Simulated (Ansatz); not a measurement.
# TiO₂: Electric field gradients

The cell is a computed structure from the Materials Project (it need not be an observed phase).

```cif
data_TiO2
_symmetry_space_group_name_H-M 'C2/m'
_symmetry_Int_Tables_number 12
_cell_length_a 12.3072
_cell_length_b 3.7669
_cell_length_c 6.6162
_cell_angle_alpha 90.000
_cell_angle_beta 106.945
_cell_angle_gamma 90.000
loop_
_atom_site_label
_atom_site_type_symbol
_atom_site_symmetry_multiplicity
_atom_site_Wyckoff_symbol
_atom_site_fract_x
_atom_site_fract_y
_atom_site_fract_z
Ti1 Ti 4 i 0.8047 0.0000 0.7162
Ti2 Ti 4 i 0.0999 0.0000 0.7104
O5 O 4 i 0.0584 0.0000 0.3700
O6 O 4 i 0.6381 0.0000 0.7066
O7 O 4 i 0.1328 0.0000 0.0047
O9 O 4 i 0.7365 0.0000 0.3475
```

One atom of each set is listed; the run and its k-mesh use a cell of 12 atoms with edges of 6.44, 6.44, 6.62 Å.

Computed with Ansatz: DFT, PBE, plane waves and PAW, scalar-relativistic, 420 eV cutoff, Γ-centred 7×7×4 k-points, Fermi–Dirac smearing 0.02 eV.

Conventions: |V_zz| ≥ |V_yy| ≥ |V_xx|, η = (V_xx − V_yy)/V_zz, C_Q = eQV_zz/h.

⁴⁹Ti: I = 7/2, Q = 247.0 mb; 17O: I = 5/2, Q = -25.58 mb. Nuclear quadrupole moments: year-2017 set (Pyykkö).

Problem. Which values are expected at the nuclei?

Solution. 

```tsv
site	atoms	first shell	V_zz (10²¹ V/m²)	η	C_Q (MHz)
Ti1	2	5 O at 1.78–2.03 Å; also 1 O at 2.34 Å	-0.46	0.68	-2.75
Ti2	2	6 O at 1.86–2.16 Å	-1.78	0.85	-10.6
O5	2	3 Ti at 1.86–2.16 Å	1.69	0.06	-1.04
O6	2	3 Ti at 1.94–2.03 Å	2.77	0.86	-1.72
O7	2	2 Ti at 1.78–1.87 Å, angle 168°	1.14	0.72	-0.706
O9	2	4 Ti at 1.96–2.34 Å	-1.88	0.99	1.16
```

At O7 V_zz points along the line of its two bonds (within 6°).

Where η is near 1 the sign of V_zz means little.

Hardware: 1 thread of Arm Neoverse V1 (aarch64; 8 cores open to the job, memory cap 2.5 GiB, no GPU), a shared host with a load of 0.3 a core. Wall time 48 s, CPU time 48 s, peak memory 0.67 GiB.
